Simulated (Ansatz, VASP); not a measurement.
Cu in VASP and in Ansatz

File INCAR:

```
ALGO     = Normal         # electronic algorithm
EDIFF    = 1E-6           # SCF threshold, eV
ENCUT    = 520            # plane-wave cutoff, eV
GGA      = CA             # functional
ISIF     = 2              # what is computed and relaxed
ISMEAR   = -1             # smearing method
LASPH    = True           # aspherical terms in the spheres
LCHARG   = False          # write CHGCAR
LREAL    = False          # projectors in reciprocal space
LWAVE    = False          # write WAVECAR
NBANDS   = 12             # bands
NELM     = 60             # most SCF steps
PREC     = Accurate       # precision mode
SIGMA    = 0.1            # smearing width, eV
```

The input KPOINTS:

```
k-points
0
Gamma
  15 15 15
```

POSCAR

```
Cu
1.0
    2.2630489168      0.0000000000      0.0000000000
    0.0000000000      2.2630489168      0.0000000000
    0.0000000000      0.0000000000      2.2630489168
Cu
1
Direct
    0.0000000000      0.0000000000      0.0000000000
```

Input for Ansatz:

```yaml
crystal:
  lattice:
    - [2.2630489168, 0.0, 0.0]
    - [0.0, 2.2630489168, 0.0]
    - [0.0, 0.0, 2.2630489168]
  atoms:
    - { symbol: Cu, position: [0.0, 0.0, 0.0] }
hamiltonian:
  xc: lda
  pseudopotentials:
    kind: paw
    azcp:
      Cu: "pseudopotentials/Cu.paw.azcp"
basis:
  ecutwfc: 420
  fft_grid_basis: typed
kpoints:
  mp_grid: { grid: [15, 15, 15], shift: [0, 0, 0] }
magnetization:
  spin_polarized: false
scf:
  occupations: { method: fermi_dirac, width: 0.1 }
  lower_state_search: "off"
output:
  stress: true
```

Alike in both runs: task single point; functional LDA; k mesh 15 × 15 × 15; occupations fermi-dirac, width 0.1 eV; no spin polarisation.

|  | VASP | Ansatz |
| --- | --- | --- |
| version | VASP 6.6.1 | Ansatz 0.2.0 |
| potentials or method | VASP PAW LDA potentials, release 64 (Cu) | plane waves (420 eV) with PAW, scalar-relativistic |
| plane-wave cutoff (eV) | 520 | 420 |
| valence electrons in the cell | 11 | 19 |

```tsv
	VASP	Ansatz	Ansatz less VASP
pressure (GPa)	15.1	14.4	-0.70
```

The two sets of potentials don't hold the same shells in valence. Ansatz warned: «pseudo_functional_mismatch».

Caveats: so large a pressure means that the cell lies far from this level's equilibrium, or that cutoff or potentials fall short (VASP).
